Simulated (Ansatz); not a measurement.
Crystal: CdS.

```
Cd S
1.0
     4.26117    0.00000    0.00000
    -2.13058    3.69028    0.00000
     0.00000    0.00000    5.80417
Cd S
1 1
Direct
  0.00000 0.00000 0.44269
  0.66667 0.33333 0.43431
```

Measurements of this composition are mostly on another form, of space group No. 186.

| Item | Value |
| --- | --- |
| Program | Ansatz 0.2.0 |
| Task | relaxation of cell and atoms |
| Functional | HF |
| Potentials or basis | Ansatz PAW |
| Cutoff | 420 eV (not typed: the program's choice for these potentials) |
| k mesh | 4 × 4 × 3 |
| Occupations | fermi-dirac, width 0.05 eV |
| Spin | no spin polarisation |

At the start: volume 45.64 Å³/atom.

Problem. How do energy, volume and symmetry change on relaxing?

Solution. It ends after 18 steps and the volume is 64.08 Å³/atom (+40.4 %); space group P-6m2 (No. 187, to 0.05 Å).

Step by step:
| step | energy change (eV) | largest force (eV/Å) | volume (Å³) |
| --- | --- | --- | --- |
| 1 | 0.0000 | 0.0124 | 91.27 |
| 2 | -0.0100 | 0.0189 | 94.13 |
| 3 | -0.0095 | 0.0125 | 94.50 |
| 4 | -0.0054 | 0.0009 | 96.94 |
| 5 | 0.0020 | 0.0098 | 101.56 |
| 6 | 0.0075 | 0.0129 | 106.26 |
| 7 | 0.0144 | 0.0125 | 110.94 |
| 8 | 0.0113 | 0.0016 | 109.33 |
| 9 | 0.0126 | 0.0019 | 110.13 |
| 10 | -0.0231 | 0.0016 | 110.13 |
| 11 | -0.0231 | 0.0005 | 110.17 |
| 12 | -0.0227 | 0.0006 | 110.34 |
| 13 | -0.0185 | 0.0018 | 112.40 |
| 14 | -0.0099 | 0.0024 | 117.01 |
| 15 | -0.0032 | 0.0015 | 121.65 |
| 16 | 0.0025 | 0.0013 | 126.34 |
| 17 | 0.0052 | 0.0000 | 128.17 |
| 18 | -0.0239 | 0.0000 | 128.17 |

Final structure:
```
CELL_PARAMETERS angstrom
4.32565 0.00000 0.00000
-2.16282 3.74612 0.00000
0.00000 0.00000 7.90945
ATOMIC_POSITIONS crystal
Cd 0.00000 0.00000 0.43850
S 0.66667 0.33333 0.43850
```

Caveat: the k mesh is coarse (spacing up to 0.43 Å⁻¹), so the values aren't converged, least of all with exact exchange; the volume moved by over 15 % at a fixed basis, so the end points are rough; the plane-wave basis is chosen anew once the cell has moved, so the energies of steps on either side of that aren't comparable; the PAW data sets come from PBE, with cores solved anew for the run's functional, which leaves a small shift of forces and pressure.
